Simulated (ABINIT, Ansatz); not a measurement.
# A GW chain in ABINIT: BP (F-43m)

Wanted: ground state, empty states, screening and self-energy for BP (F-43m).

Method: PBE and many-body steps on it, plane waves, in ABINIT 10.8.3.

## Step 1: Starting point

It takes space group F-43m (No. 216, cubic). Conventional cell: a = 4.538 Å, b = 4.538 Å, c = 4.538 Å, α = 90.00°, β = 90.00°, γ = 90.00°. Nearest to B lie 4 P at 1.97 Å. Nearest to P lie 4 B at 1.97 Å. Farther neighbours are not listed.

The cell and positions come from the Crystallography Open Database and are kept as given unless a step says otherwise.

## Step 2: Ground state

This step: ABINIT 10.8.3; DFT, PBE, plane waves, norm-conserving pseudopotentials.

The ground-state density comes first.

run.abi reads:

```
acell 3*1.0 Angstrom
rprim 
  0.000000000000 2.269000000000 2.269000000000
  2.269000000000 0.000000000000 2.269000000000
  2.269000000000 2.269000000000 0.000000000000
ntypat 2
znucl 5 15
natom 2
typat 1 2
xred 
  0.000000000000 0.000000000000 0.000000000000
  0.250000000000 0.250000000000 0.250000000000
pp_dirpath "pseudos"
pseudos "B.upf, P.upf"
ecut 34
ngkpt 8 8 8
nshiftk 1
shiftk 0 0 0
kptopt 1
chksymbreak 0
nband 9
occopt 1
tolvrs 1e-10
nstep 60
prtwf 0
optforces 0
optstress 0
indata_prefix "in"
outdata_prefix "out"
tmpdata_prefix "tmp"
```

On the command line:

```
> OMP_NUM_THREADS=1 mpirun -n 4 abinit run.abi > log
```

Numbers of over 12 decimals in the logs are rounded to 6 here.

What it wrote:

```text
.Version 10.8.3 of ABINIT. v10.8.2 released Aug 2026.

 Symmetries : space group F-4 3 m (#216); Bravais cF (face-center cubic)
================================================================================
 Values of the parameters that define the memory need of the present run
     intxc =       0    ionmov =       0      iscf =       7    lmnmax =       6
     lnmax =       6     mgfft =      32  mpssoang =       3    mqgrid =    3001
     natom =       2  nloc_mem =       1    nspden =       1   nspinor =       1
    nsppol =       1      nsym =      24    n1xccc =    2501    ntypat =       2
    occopt =       1   xclevel =       2
-    mband =           9        mffmem =           1         mkmem =           8
       mpw =        1506          nfft =       32768          nkpt =          29
================================================================================
  Rough estimation (10% accuracy) of disk space for files :
================================================================================

--------------------------------------------------------------------------------
------------- Echo of variables that govern the present computation ------------
--------------------------------------------------------------------------------
 -outvars: echo values of preprocessed input variables --------
            acell      1.8897261259E+00  1.8897261259E+00  1.8897261259E+00 Bohr

      chksymbreak           0
             ecut      3.40000000E+01 Hartree
-          fftalg         312

              ixc     -101130
              kpt      0.00000000E+00  0.00000000E+00  0.00000000E+00
                       1.25000000E-01  0.00000000E+00  0.00000000E+00
                       2.50000000E-01  0.00000000E+00  0.00000000E+00
                       3.75000000E-01  0.00000000E+00  0.00000000E+00
                       5.00000000E-01  0.00000000E+00  0.00000000E+00
                       1.25000000E-01  1.25000000E-01  0.00000000E+00
                       2.50000000E-01  1.25000000E-01  0.00000000E+00
                       3.75000000E-01  1.25000000E-01  0.00000000E+00
                       5.00000000E-01  1.25000000E-01  0.00000000E+00
   [... 18 further rows ...]
                      -3.75000000E-01  5.00000000E-01  1.25000000E-01
                      -2.50000000E-01  5.00000000E-01  2.50000000E-01
         kptrlatt        8    0    0      0    8    0      0    0    8
          kptrlen      4.85107901E+01
P           mkmem           8
            natom           2
            nband           9
            ngfft          32      32      32
             nkpt          29
            nstep          60
             nsym          24
           ntypat           2
              occ      2.000000  2.000000  2.000000  2.000000  0.000000  0.000000
[...]
optforces           0
        optstress           0
            prtwf           0
            rprim      0.0000000000E+00  2.2690000000E+00  2.2690000000E+00
[...]
spgroup         216

           tolvrs      1.00000000E-10

             xred      0.0000000000E+00  0.0000000000E+00  0.0000000000E+00
[...]
znucl        5.00000   15.00000

================================================================================

 chkinp: Checking input parameters for consistency.

================================================================================
== DATASET  1 ==================================================================
-   mpi_nproc: 4, omp_nthreads: 1 (-1 if OMP is not activated)

--- !DatasetInfo
iteration_state: {dtset: 1, }
dimensions: {natom: 2, nkpt: 29, mband: 9, nsppol: 1, nspinor: 1, nspden: 1, mpw: 1506, }
cutoff_energies: {ecut:  34.0, pawecutdg:  -1.0, }
electrons: {nelect:   8.00000000E+00, charge:   0.00000000E+00, occopt:   1.00000000E+00, tsmear:   1.00000000E-02, }

 Real(R)+Recip(G) space primitive vectors, cartesian coordinates (Bohr,Bohr^-1):
 R(1)=  0.0000000  4.2877886  4.2877886  G(1)= -0.1166102  0.1166102  0.1166102
 R(2)=  4.2877886  0.0000000  4.2877886  G(2)=  0.1166102 -0.1166102  0.1166102
 R(3)=  4.2877886  4.2877886  0.0000000  G(3)=  0.1166102  0.1166102 -0.1166102
 Unit cell volume ucvol=  1.5766311E+02 bohr^3
 Angles (23,13,12)=  6.00000000E+01  6.00000000E+01  6.00000000E+01 degrees

 getcut: wavevector=  0.0000  0.0000  0.0000  ngfft=  32  32  32
         ecut(hartree)=     34.000   => boxcut(ratio)=   2.01047

--- Pseudopotential description ------------------------------------------------
- B Generated using ONCVPSP code by D. R. Hamann
-  5.00000   3.00000  171031                  znucl, zion, pspdat
12 -101130 1 -1 1534                          pspcod,pspxc,lmax,lloc,mmax
     nproj     2     2     0
  pspatm : epsatm=    3.38844616
         --- l  ekb(1:nproj) -->
[...]
pspatm: atomic psp has been read  and splines computed

- P Generated using ONCVPSP code by D. R. Hamann
- 15.00000   5.00000  171031                  znucl, zion, pspdat
12 -101130 2 -1 1298                          pspcod,pspxc,lmax,lloc,mmax
     nproj     2     2     2
  pspatm : epsatm=    8.05910421
         --- l  ekb(1:nproj) -->
[...]
2   -3.154982   -0.827415
 pspatm: atomic psp has been read  and splines computed

   9.15804030E+01                                ecore*ucvol(ha*bohr**3)
--------------------------------------------------------------------------------

_setup2: Arith. and geom. avg. npw (full set) are    1493.475    1493.449

================================================================================

--- !BeginCycle
iteration_state: {dtset: 1, }
solver: {iscf: 7, nstep: 60, nline: 4, wfoptalg: 0, }
tolerances: {tolvrs: 1.00E-10, }

     iter   Etot(hartree)      deltaE(h)  residm     vres2
 ETOT  1  -9.869870    -9.870E+00 5.216E-02 9.030E+01
 ETOT  2  -9.892252    -2.238E-02 4.815E-03 1.817E+01
 ETOT  3  -9.896686    -4.435E-03 5.351E-03 1.261E-01
 ETOT  4  -9.896710    -2.323E-05 7.433E-03 2.373E-03
 ETOT  5  -9.896710    -1.775E-07 5.378E-03 4.971E-05
 ETOT  6  -9.896710    -3.536E-09 2.331E-03 6.175E-07
 ETOT  7  -9.896710    -5.031E-11 7.999E-04 1.692E-08
 ETOT  8  -9.896710    -9.095E-13 1.683E-04 3.445E-10
 ETOT  9  -9.896710     2.363E-13 6.151E-05 1.548E-12

 At SCF step    9       vres2   =  1.55E-12 < tolvrs=  1.00E-10 =>converged.

--- !ResultsGS
iteration_state: {dtset: 1, }
comment   : Summary of ground state results
lattice_vectors:
- [  0.0000000,   4.2877886,   4.2877886, ]
- [  4.2877886,   0.0000000,   4.2877886, ]
- [  4.2877886,   4.2877886,   0.0000000, ]
lattice_lengths: [   6.06385,    6.06385,    6.06385, ]
lattice_angles: [ 60.000,  60.000,  60.000, ] # degrees, (23, 13, 12)
lattice_volume:   1.5766311E+02
convergence: {deltae:  2.363E-13, res2:  1.548E-12, residm:  6.151E-05, diffor:  0.000E+00, }
etotal    :  -9.89670974E+00
entropy   :   0.00000000E+00
fermie    :   2.67006735E-01
cartesian_stress_tensor: null
pressure_GPa: null
xred      :
- [  0.0000E+00,   0.0000E+00,   0.0000E+00,  B]
- [  2.5000E-01,   2.5000E-01,   2.5000E-01,  P]
cartesian_forces: null
force_length_stats: {min: null, max: null, mean: null, }

 Integrated electronic density in atomic spheres:
 ------------------------------------------------
 Atom  Sphere_radius  Integrated_density
    1        2.00000          2.70990900
    2        2.00000          2.92263652
================================================================================

 ----iterations are completed or convergence reached----

 Mean square residual over all n,k,spin=   47.057E-08; max=  61.505E-06
 reduced coordinates (array xred) for    2 atoms
       0.000000000000      0.000000000000      0.000000000000
       0.250000000000      0.250000000000      0.250000000000
 rms dE/dt=  0.0000E+00; max dE/dt=  0.0000E+00; dE/dt below (all hartree)
    1       0.000000000000      0.000000000000      0.000000000000
    2       0.000000000000      0.000000000000      0.000000000000

 cartesian coordinates (angstrom) at end:
    1      0.000000     0.000000     0.000000
    2      1.134500     1.134500     1.134500
 length scales=  1.889726125908  1.889726125908  1.889726125908 bohr
              =  1.000000000000  1.000000000000  1.000000000000 angstroms
 prteigrs : about to open file out_EIG
 Fermi (or HOMO) energy (hartree) =   0.26701   Average Vxc (hartree)=  -0.39956
 Eigenvalues (hartree) for nkpt=  29  k points:
 kpt#   1, nband=  9, wtk=  0.00195, kpt=  0.0000  0.0000  0.0000 (reduced coord)
  -0.30111    0.26701    0.26701    0.26701    0.39220    0.39220    0.39220    0.53740
   0.69048
 prteigrs : prtvol=0 or 1, do not print more k-points.

--- !EnergyTerms
iteration_state     : {dtset: 1, }
comment             : Components of total free energy in Hartree
kinetic             :  4.64395738634320E+00
hartree             :  6.30836753486013E-01
xc                  : -3.32226206940715E+00
Ewald energy        : -1.04916197636976E+01
psp_core            :  5.80861330051174E-01
local_psp           : -2.96903600272400E+00
non_local_psp       :  1.03055262904094E+00
total_energy        : -9.89670973690743E+00
total_energy_eV     : -2.69303191215349E+02
band_energy         :  2.27567509801296E-01

== END DATASET(S) ==============================================================
================================================================================

 -outvars: echo values of variables after computation  --------
           etotal     -9.8967097369E+00
            nband           9
             nkpt          29
          spgroup         216
 [... the other variables as echoed above ...]

 Calculation completed.
```

Wall time 5.1 s (4 MPI ranks of Intel Xeon 6975P-C (Granite Rapids), shared host); peak memory 0.29 GiB; 17 s of CPU time.

Numbers from this step:

- total energy: -269.3032 eV
- gap: 1.280 eV
- k of the valence top: 0, 0, 0
- k of the conduction bottom: 0.375, 0.375, 0
- least direct gap: 3.407 eV

The gap is indirect, with the least direct gap 2.13 eV higher.

[end of part 1 of 3]

[Paths, hosts, dates, memory and timing lines, banners, echoed tables and standing remarks are left out of the program output.]

[Logs are printed without paths, hosts, clocks, repeated set-up lines and the standing remarks that a program may print on its own settings, such as how far it seeks lower states.]

[Runs of the session that timed out or met a known fault of the program may be left out.]

[Hosts, paths, dates, database ids (printed as entryN), source tags and the programs' standing remarks are cut or masked in the printed files.]

[G0W0 gaps are taken among the corrected bands and points alone; a level outside them can change the order at an edge.]

[Where Ansatz stands beside ABINIT at settings called matched, ABINIT's density can come from a denser mesh and the files from another edition; pairs whose starting gaps differed by over 0.03 eV were left out, so agreement reads better than it is.]
